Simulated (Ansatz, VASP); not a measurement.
**GaN in VASP and in Ansatz**

File INCAR:

```
PREC = Accurate ; ENCUT = 520
EDIFF = 1E-6 ; ISMEAR = 0
SIGMA = 0.02 ; LREAL = False
LASPH = True ; NELM = 80
ALGO = Normal ; ISIF = 2
LWAVE = False ; LCHARG = False
GGA = PE ; NBANDS = 26
```

File KPOINTS:

```
regular mesh
0
Gamma
  12 12 6
```

Contents of POSCAR:

```
GaN
1.0
    3.2183708177      0.0000000000      0.0000000000
   -1.6091854089      2.7871908869      0.0000000000
    0.0000000000      0.0000000000      5.2431684201
Ga N
2 2
Direct
    0.6666666667      0.3333333333      0.4991348646
    0.3333333333      0.6666666667      0.9991348646
    0.6666666667      0.3333333333      0.8758651354
    0.3333333333      0.6666666667      0.3758651354
```

Input for Ansatz:

```yaml
crystal:
  lattice:
    - [3.2183708182, 0.0, 0.0]
    - [-1.6091854091, 2.7871908873, 0.0]
    - [0.0, 0.0, 5.2431684352]
  atoms:
    - { symbol: Ga, position: [0.6666666667, 0.3333333333, 0.4991348654] }
    - { symbol: Ga, position: [0.3333333333, 0.6666666667, 0.9991348654] }
    - { symbol: "N", position: [0.6666666667, 0.3333333333, 0.8758651346] }
    - { symbol: "N", position: [0.3333333333, 0.6666666667, 0.3758651346] }
basis:
  ecutwfc: 420
kpoints:
  mp_grid: { grid: [12, 12, 6] }
hamiltonian:
  xc: pbe
scf:
  occupations: { method: gaussian, width: 0.02 }
output:
  forces: true
  stress: true
  eigenvalues: true
```

Alike in both runs: task single point; functional PBE; k mesh 12 × 12 × 6; occupations gaussian, width 0.02 eV; no spin polarisation.

|  | VASP | Ansatz |
| --- | --- | --- |
| version | VASP 6.6.1 | Ansatz 0.2.0 |
| potentials or method | VASP PAW PBE potentials, release 64 (Ga_d, N) | scalar-relativistic, plane waves, PAW |
| plane-wave cutoff (eV) | 520 | 420 |
| valence electrons in the cell | 36 | 36 |

Ansatz gave:

* gap on the k mesh at the Fermi level (eV): 1.71
* least direct gap on the mesh (eV): 1.71
* pressure (GPa): 0.0

Q: Estimate VASP's values.

A: gap on the k mesh at the Fermi level (eV): 1.72; least direct gap on the mesh (eV): 1.72; pressure (GPa): 0.1.
